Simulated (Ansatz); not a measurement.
Write a Python script for Ansatz 0.2.0 through its Python package that makes band-curvature effective masses by finite differences of TiO2, space group C2/c. Settings (first run): r2SCAN, PAW, cutoff 600 eV, 6×6×6 k-points, fixed occupations.

```yaml
crystal:
  lattice:
    - [2.70603, -2.70666, 0.00000]
    - [2.70603, 2.70666, 0.00000]
    - [-2.63353, 0.00000, 4.79664]
  atoms:
    - { symbol: Ti, position: [0.13411, 0.86589, 0.25000] }
    - { symbol: Ti, position: [0.86589, 0.13411, 0.75000] }
    - { symbol: O, position: [0.33122, 0.08876, 0.66715] }
    - { symbol: O, position: [0.66878, 0.91124, 0.33285] }
    - { symbol: O, position: [0.91124, 0.66878, 0.83285] }
    - { symbol: O, position: [0.08876, 0.33122, 0.16715] }
```

`run_mass.py`:
```python
"""Band curvature masses of TiO2."""

import warnings

import ansatz as az
import numpy as np

SETTINGS = {
    "xc": "r2scan",
    "ecut": 600,
    "smearing": "fixed",
}

warnings.simplefilter("ignore", az.DeckWarning)

lattice = az.Lattice.of(
    (2.706034, -2.706655, 0.0),
    (2.706034, 2.706655, 0.0),
    (-2.633531, 0.0, 4.796637),
)
sites = [
    ("Ti", (0.13411, 0.86589, 0.25)),
    ("Ti", (0.86589, 0.13411, 0.75)),
    ("O", (0.331221, 0.088755, 0.667149)),
    ("O", (0.668779, 0.911245, 0.332851)),
    ("O", (0.911245, 0.668779, 0.832851)),
    ("O", (0.088755, 0.331221, 0.167149)),
]
system = az.Crystal(lattice=lattice)
for symbol, position in sites:
    system = system.atom(symbol, position)

base = (
    system.calculation()
    .functional(SETTINGS["xc"])
    .basis(SETTINGS["ecut"])  # a bare number is in eV
    .kpoints(6)  # sampling of the Brillouin zone
    .occupations(SETTINGS["smearing"])
)
# step 1: where the edges lie on the mesh
result = base.band_table().run(threads=1)
r = result.report
levels = np.array(r["eigenvalues_ev"])
filled = round(r["n_electrons"] / 2)
edges = {"top filled band": (filled - 1, levels[:, filled - 1].argmax()), "lowest empty band": (filled, levels[:, filled].argmin())}
gap = levels[:, filled].min() - levels[:, filled - 1].max()
print(f"gap on the mesh {gap:.3f} eV")
if gap <= 0.05:
    print("no gap: band-edge masses have no meaning here")
    edges = {}
reciprocal = 2 * np.pi * np.linalg.inv(result.lattice.cell_ang).T
step = 0.008  # 1/A

# m/m_e = (hbar^2/m_e) / (d2E/dk2), with hbar^2/m_e = 7.61996 eV A^2
# a slope that is not zero means that the extremum lies off this mesh point
pairs = [(0, 1), (0, 2), (1, 2)]
moves = [sign * axis for axis in np.eye(3) for sign in (-1, 1)]
moves += [s1 * np.eye(3)[i] + s2 * np.eye(3)[j] for i, j in pairs for s1 in (1, -1) for s2 in (1, -1)]
for name, (band, index) in edges.items():
    together = int(np.sum(np.abs(levels[index] - levels[index, band]) < 2e-3))
    print(name, "at k =", np.round(r["kpoints_frac"][index], 4), f"E = {levels[index, band]:.4f} eV, degeneracy {together}")
    centre = np.array(r["kpoints_frac"][index]) @ reciprocal
    points = [centre] + [centre + step * move for move in moves]
    table = base.band_structure(points, intervals=1, cartesian=True).run(threads=1).band_structure().channels[0].eigenvalues_ev
    if together > 1:
        level = np.flatnonzero(np.abs(levels[index] - levels[index, band]) < 2e-3)
        along = (table[1, level] + table[2, level] - 2 * table[0, level]) / step ** 2
        print("  degenerate level, no single mass tensor; masses of its branches along x:", np.round(7.61996 / along, 3), "m_e")
        continue
    e = table[:, band]
    hessian = np.diag((e[1:7:2] + e[2:7:2] - 2 * e[0]) / step ** 2)
    for (i, j), (pp, pm, mp, mm) in zip(pairs, e[7:].reshape(3, 4)):
        hessian[i, j] = hessian[j, i] = (pp - pm - mp + mm) / (4 * step ** 2)
    curvatures, axes = np.linalg.eigh(hessian)
    slope = (e[2:7:2] - e[1:7:2]) / (2 * step)
    print("  slope (eV A):", np.round(slope, 3) + 0.0, "" if np.abs(slope).max() < 0.05 else "- no extremum here, so these are local curvatures and no band-edge masses")
    for curvature, axis in zip(curvatures, axes.T):
        print(f"  principal mass {7.61996 / curvature:8.3f} m_e along", np.round(axis, 2) + 0.0)
```

`python run_mass.py` gives:
```text
gap on the mesh 2.441 eV
top filled band at k = [-0.5 -0.5  0. ] E = 6.5526 eV, degeneracy 1
  slope (eV A): [0. 0. 0.]
  principal mass   -1.093 m_e along [-0.36  0.    0.93]
  principal mass   -3.960 m_e along [0.93 0.   0.36]
  principal mass    0.185 m_e along [ 0. -1.  0.]
lowest empty band at k = [0. 0. 0.] E = 8.9938 eV, degeneracy 1
  slope (eV A): [0. 0. 0.]
  principal mass    4.080 m_e along [ 0.04  0.   -1.  ]
  principal mass    0.453 m_e along [ 0. -1.  0.]
  principal mass    0.444 m_e along [1.   0.   0.04]
```

The run is spin-unpolarised. Semilocal gaps usually lie well under measured ones. The computed bands are complete only to about 3.9 eV above the Fermi level. The structure comes from a database of computed cells and needn't be a stable or known phase. Levels are Kohn-Sham eigenvalues on this mesh. The masses are finite-difference curvatures at extrema found on a coarse mesh, which needn't be the true band edges; a step that is long against the gap makes them too heavy. Negative values are curvatures of valence bands (the hole mass is their size). Spin-orbit coupling is left out, and light masses scale with the Kohn-Sham gap. The whole script took 79 s on 1 thread of Arm Neoverse V1, on a shared host, peak memory 0.67 GiB.
